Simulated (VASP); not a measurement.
# NaH (Fm-3m) in VASP: a series of runs

The runs below take NaH through single point, relaxation of cell and atoms, with PBE, LDA.

All numbers are computed with VASP 6.6.1; they aren't measurements. Logs are shortened: lines on timing, memory, paths and dates and some standing lists are left out, and cuts for length are marked.

### 1 The structure

The structure is cubic, space group Fm-3m (No. 225). Conventional cell: a = 4.832 Å, b = 4.832 Å, c = 4.832 Å, α = 90.00°, β = 90.00°, γ = 90.00°. Na (site symmetry m-3m) has 6 H at 2.42 Å as nearest neighbours. H (site symmetry m-3m) is surrounded by 6 Na at 2.42 Å.

### 2 Single point, PBE

The input, INCAR:

```
PREC     = Accurate       # precision mode
ENCUT    = 520            # plane-wave cutoff, eV
EDIFF    = 1E-7           # SCF threshold, eV
ISMEAR   = -1             # smearing method
SIGMA    = 0.02           # smearing width, eV
LREAL    = F              # projectors in reciprocal space
LASPH    = T              # aspherical terms in the spheres
NELM     = 60             # most SCF steps
ALGO     = Normal         # electronic algorithm
ISIF     = 2              # what is computed and relaxed
LWAVE    = F              # write WAVECAR
LCHARG   = F              # write CHGCAR
GGA      = PE             # functional
NBANDS   = 11             # bands
```

The input, KPOINTS:

```
Automatic mesh
0
Gamma
  8 8 8
```

The input, POSCAR:

```
NaH
1.0
    0.0000000000      2.4160403265      2.4160403265
    2.4160403265      0.0000000000      2.4160403265
    2.4160403265      2.4160403265      0.0000000000
Na H
1 1
Direct
    0.0000000000      0.0000000000      0.0000000000
    0.5000000000      0.5000000000      0.5000000000
```

Potentials or basis: VASP PAW PBE potentials, release 64 (Na_pv, H).

Command:

```bash
> cat potpaw_PBE.64/Na_pv/POTCAR potpaw_PBE.64/H/POTCAR > POTCAR
> mpirun -np 1 vasp_std > vasp.out
```

OUTCAR:

```text
PREC = Accurate
   ENCUT = 520
   EDIFF = 1E-7
   ISMEAR = -1
   LREAL = F
   LASPH = T
   NELM = 60
   ISIF = 2
   GGA = PE

 ion  position               nearest neighbor table
   1  0.000  0.000  0.000-
   2  0.500  0.500  0.500-

  LATTYP: Found a face centered cubic cell.
 ALAT       =     4.8320806530

  Lattice vectors:

 A1 = (   0.0000000000,   2.4160403265,   2.4160403265)
 A2 = (   2.4160403265,   0.0000000000,   2.4160403265)
 A3 = (   2.4160403265,   2.4160403265,   0.0000000000)

Analysis of symmetry for initial positions (statically):
=====================================================================
 Subroutine PRICEL returns:
 Original cell was already a primitive cell.

 Routine SETGRP: Setting up the symmetry group for a
 face centered cubic supercell.

 Subroutine GETGRP returns: Found 48 space group operations
 (whereof 48 operations were pure point group operations)
 out of a pool of 48 trial point group operations.

The static configuration has the point symmetry O_h .

Analysis of symmetry for dynamics (positions and initial velocities):
=====================================================================
 Subroutine PRICEL returns:
 Original cell was already a primitive cell.

 Routine SETGRP: Setting up the symmetry group for a
 face centered cubic supercell.

 Subroutine GETGRP returns: Found 48 space group operations
 (whereof 48 operations were pure point group operations)
 out of a pool of 48 trial point group operations.

The dynamic configuration has the point symmetry O_h .

 Subroutine INISYM returns: Found 48 space group operations
 (whereof 48 operations are pure point group operations),
 and found     1 'primitive' translations

----------------------------------------------------------------------------------------

                                     Primitive cell

  volume of cell :      28.2061

  direct lattice vectors                    reciprocal lattice vectors
     0.000000000  2.416040327  2.416040327    -0.206950188  0.206950188  0.206950188
     2.416040327  0.000000000  2.416040327     0.206950188 -0.206950188  0.206950188
     2.416040327  2.416040327  0.000000000     0.206950188  0.206950188 -0.206950188

  length of vectors
     3.416796997  3.416796997  3.416796997     0.358448240  0.358448240  0.358448240

  position of ions in fractional coordinates (direct lattice)
     0.000000000  0.000000000  0.000000000
     0.500000000  0.500000000  0.500000000

[... 78 lines left out ...]
   EDIFFG = 0.1E-05   stopping-criterion for IOM
   NSW    =      0    number of steps for IOM
   IBRION =     -1    ionic relax: 0-MD 1-quasi-New 2-CG
   NFREE  =      0    steps in history (QN), initial steepest desc. (CG)
   ISIF   =      2    stress and relaxation
   ISYM   =      2    0-nonsym 1-usesym 2-fastsym
   POTIM  = 0.5000    time-step for ionic-motion
   TEBEG  =    0.0;   TEEND  =   0.0 temperature during run
   PSTRESS=    0.0 pullay stress
   NELECT =       8.0000    total number of electrons
   NUPDOWN=      -1.0000    fix difference up-down
   EMIN   =  10.00;   EMAX   =-10.00  energy-range for DOS
   EFERMI =   0.00;   METHOD = LEGACY
   ISMEAR =    -1;   SIGMA  =   0.02  broadening in eV -4-tet -1-fermi 0-gaus
   EFERMI_NEDOS =   21; number of points for ismear=-14 and -15
   IALGO  =     38    algorithm
   IMIX   =      4    mixing-type and parameters
     AMIX     =   0.40;   BMIX     =  1.00
     AMIX_MAG =   1.60;   BMIX_MAG =  1.00
  volume/ion in A,a.u.               =      14.10        95.17
  Fermi-wavevector in a.u.,A,eV,Ry     =   1.075616  2.032620 15.741262  1.156950
  Thomas-Fermi vector in A             =   2.211478
   LORBIT       =      0    0 simple, 1 ext, 2 COOP (PROOUT), +10 PAW based schemes
   GGA     = PE    functional components
[... 5 lines left out ...]
 non-spin polarized calculation
  energy-cutoff  :      520.00
  volume of cell :       28.21
 maximum number of plane-waves:       775
 NGX is ok and might be reduce to    28
   NGX = 13   NGY = 13   NGZ = 13

 number of electron       7.9999999 magnetization

 Free energy of the ion-electron system (eV)
  ---------------------------------------------------
  ext. energy  EPLUGINS =         0.00000000
  ---------------------------------------------------
  free energy    TOTEN  =        -5.08761265 eV

  energy without entropy =       -5.08761265  energy(sigma->0) =       -5.08761265

 E-fermi :  -0.6412     XC(G=0):  -7.7708

 val. band max:       -1.1127577224   @ k =  -0.2500   0.5000   0.2500
 cond. band min:       2.6480037099   @ k =   0.5000   0.0000   0.0000
 fundamental gap:      3.7607614322
 Fermi energy:        -0.6412460754

 k-point     1 :       0.0000    0.0000    0.0000
  band No.  band energies     occupation
      1     -23.2146      2.00000
      2     -23.2146      2.00000
      3     -23.2146      2.00000
      4      -4.7311      2.00000
      5       9.3078      0.00000
      6      14.4915      0.00000
      7      14.4915      0.00000
      8      14.4915      0.00000
      9      15.3500      0.00000
     10      15.3500      0.00000
     11      15.3500      0.00000
[... 309 lines left out ...]
 k-point    24 :      -0.3750    0.2500    0.1250
  band No.  band energies     occupation
      1     -23.2939      2.00000
      2     -23.2491      2.00000
      3     -23.2334      2.00000
      4      -1.5956      2.00000
      5       3.4320      0.00000
      6       6.7077      0.00000
      7       9.9058      0.00000
      8      13.8107      0.00000
      9      15.0380      0.00000
     10      18.2585      0.00000
     11      20.3600      0.00000

 [... further k-points ...]

------------------------ aborting loop because EDIFF is reached ----------------------------------------

  FORCE on cell =-STRESS in cart. coord.  units (eV):
  Direction    XX          YY          ZZ          XY          YZ          ZX
  --------------------------------------------------------------------------------------
  -------------------------------------------------------------------------------------
  Total       -0.0059354     -0.0059354     -0.0059354      0.0000000     -0.0000000      0.0000000
  in kB       -0.3371478     -0.3371478     -0.3371478      0.0000000     -0.0000000      0.0000000
  external PRESSURE =      -0.3371478 kB  Pullay stress =       0.0000000 kB

 VOLUME and BASIS-vectors are now :
 -----------------------------------------------------------------------------
  energy-cutoff  :      520.00
  volume of cell :       28.21
      direct lattice vectors                 reciprocal lattice vectors
     0.000000000  2.416040327  2.416040327    -0.206950188  0.206950188  0.206950188
     2.416040327  0.000000000  2.416040327     0.206950188 -0.206950188  0.206950188
     2.416040327  2.416040327  0.000000000     0.206950188  0.206950188 -0.206950188

 POSITION                                       TOTAL-FORCE (eV/Angst)
 -----------------------------------------------------------------------------------
      0.00000      0.00000      0.00000         0.000000      0.000000      0.000000
      2.41604      2.41604      2.41604         0.000000     -0.000000     -0.000000
 -----------------------------------------------------------------------------------
    total drift:                               -0.000000     -0.000000     -0.000000

  FREE ENERGIE OF THE ION-ELECTRON SYSTEM (eV)
  ---------------------------------------------------
  free  energy   TOTEN  =        -5.0876126498 eV

  energy  without entropy=       -5.0876126497  energy(sigma->0) =       -5.08761265
```

It took 10 s on 1 thread of Intel Xeon Platinum 8375C at 2.90GHz (Ice Lake), shared host; peak memory 0.14 GiB.

What came out:

```yaml
Free_energy: -5.0876 eV
Pressure: 0.0 GPa
Band_gap_on_the_k_mesh: 3.76 eV, indirect (least direct gap 4.62 eV)
```

Levels at points of the mesh, in eV from the valence-band top:
```tsv
k point	band 1	band 2	band 3	band 4	band 5	band 6	band 7	band 8
(0.00, 0.00, 0.00)	-22.10	-22.10	-22.10	-3.62	10.42	15.60	15.60	15.60
(0.50, 0.00, 0.00)	-22.20	-22.11	-22.11	-0.86	3.76	10.78	13.39	13.39
(0.50, 0.50, 0.00)	-22.19	-22.13	-22.13	-0.18	4.64	10.03	10.67	10.67
```

### 3 Relaxation of cell and atoms, PBE

This run uses another cell than the first one, of 14.53 Å³/atom, 1.030 times its volume.

The input, INCAR:

```
SYSTEM = NaH
  PREC = Accurate
  ENCUT = 600
  EDIFF = 1E-6
  ISMEAR = -1
  SIGMA = 0.02
  LREAL = .False.
  LASPH = .True.
  NELM = 60
  ALGO = Normal
  ISIF = 3
  LWAVE = .False.
  LCHARG = .False.
  GGA = PE
  IBRION = 2
  NSW = 80
  EDIFFG = -0.005
```

The input, KPOINTS:

```
Automatic mesh
0
Gamma
  8 8 8
  0 0 0
```

The input, POSCAR:

```
NaH
1.0
    0.0000000000      2.4400000000      2.4400000000
    2.4400000000      0.0000000000      2.4400000000
    2.4400000000      2.4400000000      0.0000000000
Na H
1 1
Direct
    0.0000000000      0.0000000000      0.0000000000
    0.5000000000      0.5000000000      0.5000000000
```

Potentials or basis: VASP PAW PBE potentials, release 64 (Na_pv, H).

Command:

```bash
> cat potpaw_PBE.64/Na_pv/POTCAR potpaw_PBE.64/H/POTCAR > POTCAR
> mpirun -np 1 vasp_std > vasp.out
```

Wall time 22 s (1 thread of Intel Xeon Platinum 8375C at 2.90GHz (Ice Lake), shared host); peak memory 0.14 GiB.

It converged, with:

| Item | Value |
| --- | --- |
| Free energy | -5.0881 eV |
| Relaxed volume | 14.12 Å³/atom |
| Relaxed cell | a = 3.418 Å, b = 3.418 Å, c = 3.418 Å, α = 60.00°, β = 60.00°, γ = 60.00° |
| Space group after relaxing (to 0.05 Å) | Fm-3m (No. 225) |
| Energy gained by relaxing | 0.9 meV/atom |
| Ionic steps | 5 |
| Pressure after relaxing | 0.0 GPa |
| Band gap on the k mesh | 3.76 eV, indirect (least direct gap 4.61 eV) |

The path:
| step | energy change (eV) | largest force (eV/Å) | pressure (GPa) | volume (Å³) |
| --- | --- | --- | --- | --- |
| 1 | 0.0000 | 0.0000 | -0.64 | 29.05 |
| 2 | -0.0008 | 0.0000 | -0.46 | 28.81 |
| 3 | -0.0016 | 0.0000 | -0.17 | 28.45 |
| 4 | -0.0011 | 0.0000 | 0.43 | 27.75 |
| 5 | -0.0017 | 0.0000 | -0.04 | 28.24 |

Final structure:
```
CELL_PARAMETERS angstrom
0.00000 2.41714 2.41714
2.41714 0.00000 2.41714
2.41714 2.41714 0.00000
ATOMIC_POSITIONS crystal
Na 0.00000 0.00000 0.00000
H 0.50000 0.50000 0.50000
```

Levels at points of the mesh, in eV from the valence-band top:
| k point | band 1 | band 2 | band 3 | band 4 | band 5 | band 6 | band 7 | band 8 |
| --- | --- | --- | --- | --- | --- | --- | --- | --- |
| (0.00, 0.00, 0.00) | -22.10 | -22.10 | -22.10 | -3.61 | 10.41 | 15.59 | 15.59 | 15.59 |
| (0.50, 0.00, 0.00) | -22.20 | -22.12 | -22.12 | -0.86 | 3.76 | 10.77 | 13.38 | 13.38 |
| (0.50, 0.50, 0.00) | -22.19 | -22.14 | -22.14 | -0.18 | 4.64 | 10.03 | 10.67 | 10.67 |

A k mesh can miss the band edges. PBE gaps usually lie below the measured ones, often by a third to a half.

(Part 1 of 2 ends here.)
